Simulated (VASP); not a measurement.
# MgO: band gap with a hybrid functional, by functional

MgO, Fm-3m (no. 225), 2 atoms in the cell.

| Functional | Gap, path and mesh (eV) | Direct gap, path and mesh (eV) | Gap on the mesh (eV) | Direct gap at Γ (eV) | Time (s) |
|---|---|---|---|---|---|
| hybrid, GGA = PE LRHFCALC = True HFSCREEN = 0.4 ALDAC = 1.0 AGGAC = 1.0 | 9.73 | 9.73 | 9.73 | 9.73 | 72 |
| hybrid, GGA = PE LRHFCALC = True HFSCREEN = 0.6 ALDAC = 1.0 AGGAC = 1.0 | 11.31 | 11.31 | 11.31 | 11.31 | 78 |
| hybrid, GGA = PE LRHFCALC = True HFSCREEN = 0.91 ALDAC = 1.0 AGGAC = 1.0 | 13.12 | 13.12 | 13.12 | 13.12 | 81 |
| hybrid, GGA = PE LRHFCALC = True HFSCREEN = 1.5 ALDAC = 1.0 AGGAC = 1.0 | 14.79 | 14.79 | 14.79 | 14.79 | 84 |

## Input of the first row

INCAR.step1:
```
SYSTEM = MgO
PREC     = Accurate       ! precision mode
ENCUT    = 450            ! plane-wave cutoff, eV
EDIFF    = 1E-5           ! SCF threshold, eV
ISMEAR   = 0              ! smearing method
SIGMA    = 0.02           ! smearing width, eV
LREAL    = .False.        ! projectors in reciprocal space
LASPH    = .True.         ! aspherical terms in the spheres
GGA_COMPAT= .False.      
ALGO     = Normal         ! electronic algorithm
NELM     = 150            ! most SCF steps
ISIF     = 2              ! what is computed and relaxed
LWAVE    = .True.         ! write WAVECAR
LCHARG   = .False.        ! write CHGCAR
GGA      = PE             ! functional
NBANDS   = 11             ! bands
KPAR     = 4             
```

INCAR.step2, as INCAR.step1 but for:
```
- EDIFF = 1E-5
- LWAVE = .True.
+ EDIFF = 1E-6
+ LWAVE = .False.
+ ISTART = 1
+ LHFCALC = .True.
+ LRHFCALC = .True.
+ HFSCREEN = 0.4
+ ALDAC = 1.0
+ AGGAC = 1.0
+ PRECFOCK = Fast
+ HFRCUT = -1
```

KPOINTS:
```
k-points
0
Gamma
  6 6 6
```

KPOINTS_OPT:
```
path GXWKGLUWLK,UX
4
line-mode
reciprocal
 0.0000000000  0.0000000000  0.0000000000  G
 0.5000000000  0.0000000000  0.5000000000  X

 0.5000000000  0.0000000000  0.5000000000  X
 0.5000000000  0.2500000000  0.7500000000  W

 0.5000000000  0.2500000000  0.7500000000  W
 0.3750000000  0.3750000000  0.7500000000  K

 0.3750000000  0.3750000000  0.7500000000  K
 0.0000000000  0.0000000000  0.0000000000  G

 0.0000000000  0.0000000000  0.0000000000  G
 0.5000000000  0.5000000000  0.5000000000  L

 0.5000000000  0.5000000000  0.5000000000  L
 0.6250000000  0.2500000000  0.6250000000  U

 0.6250000000  0.2500000000  0.6250000000  U
 0.5000000000  0.2500000000  0.7500000000  W

 0.5000000000  0.2500000000  0.7500000000  W
 0.5000000000  0.5000000000  0.5000000000  L

 0.5000000000  0.5000000000  0.5000000000  L
 0.3750000000  0.3750000000  0.7500000000  K

 0.6250000000  0.2500000000  0.6250000000  U
 0.5000000000  0.0000000000  0.5000000000  X
```

POSCAR:
```
MgO
1.0
    0.0000000000      2.0970013927      2.0970013927
    2.0970013927      0.0000000000      2.0970013927
    2.0970013927      2.0970013927      0.0000000000
Mg O
1 1
Direct
    0.0000000000      0.0000000000      0.0000000000
    0.5000000000      0.5000000000      0.5000000000
```

Commands (each step's output is kept before the next begins):
```
cat potpaw_PBE.64/Mg/POTCAR potpaw_PBE.64/O/POTCAR > POTCAR
cp INCAR.step1 INCAR
mpirun -np 4 vasp_std > vasp.out
cp INCAR.step2 INCAR
mpirun -np 4 vasp_std > vasp.out
```

Changes of the last row against the first:
```
(step 2)
- HFSCREEN = 0.4
+ HFSCREEN = 1.5
```

VASP 6.6.1 took 72 s on 4 cores (AMD EPYC 9R45 (Zen 5)), a shared host.
